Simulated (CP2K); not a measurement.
# PbO2: equation of state with LDA

The system is PbO2.

```
CELL_PARAMETERS angstrom
3.82119 0.00000 0.00000
1.91060 3.30925 0.00000
1.91060 1.10308 3.11999
ATOMIC_POSITIONS crystal
Pb 0.00000 0.00000 0.00000
O 0.75000 0.75000 0.75000
O 0.25000 0.25000 0.25000
```

The cell comes from a database or a generator and needn't be the stable form of this composition.

* Program: CP2K 2026.2
* Task: equation of state
* Functional: LDA
* Potentials or basis: GTH_POTENTIALS Pb GTH-PADE-q4, O GTH-PADE-q6; TZVP-MOLOPT-PBE-GTH basis
* Density cutoff: 8163 eV
* k mesh: 9 × 9 × 9
* Occupations: fermi-dirac, width 0.1 eV
* Spin: no spin polarisation
* SCF solver: diagonalisation with k points
* Quickstep method: GPW
* EPS_DEFAULT: 1.0E-9
* EPS_SCF: 1.0E-6
* MAX_SCF: 100
* SCF_GUESS: ATOMIC
* k points reduced by the point group: yes
* Mesh centred on Gamma: yes
* CHOLESKY: OFF
* EPS_EIGVAL: 1.0E-7
* MIXING METHOD: BROYDEN_MIXING
* MIXING ALPHA: 0.4
* NBUFFER: 8
* NGRIDS: 5
* Basis sets: Pb TZVP-MOLOPT-PBE-GTH-q4, O TZVP-MOLOPT-PBE-GTH-q6
* Potentials: Pb GTH-PADE-q4 of GTH_POTENTIALS, O GTH-PADE-q6 of GTH_POTENTIALS
* ADDED_MOS: [12]
* REL_CUTOFF (Ry): 60 Ry
* MIXING BETA (1/bohr): 1.5 1/bohr
* CUTOFF of the grids: 600 Ry

```yaml
Equilibrium_volume: "12.07 Å³/atom (rough: see the caveat)"
Bulk_modulus: 168 GPa (rough)
```

Energy against volume, from the lowest point:
| volume (Å³/atom) | energy (meV/atom) |
| --- | --- |
| 12.362 | 0.00 |
| 12.625 | 8.75 |
| 12.888 | 22.03 |
| 13.151 | 39.31 |
| 13.414 | 60.10 |
| 13.677 | 83.95 |
| 13.940 | 110.46 |

All runs of the series together: 2.7 min on 1 thread of Arm Neoverse V2 (shared host).

Caveat: the minimum lies outside the volumes run; the basis of atomic orbitals isn't converged, which shifts pressures, moduli and gaps. The run has no spin-orbit coupling, so splittings on Pb are missing.
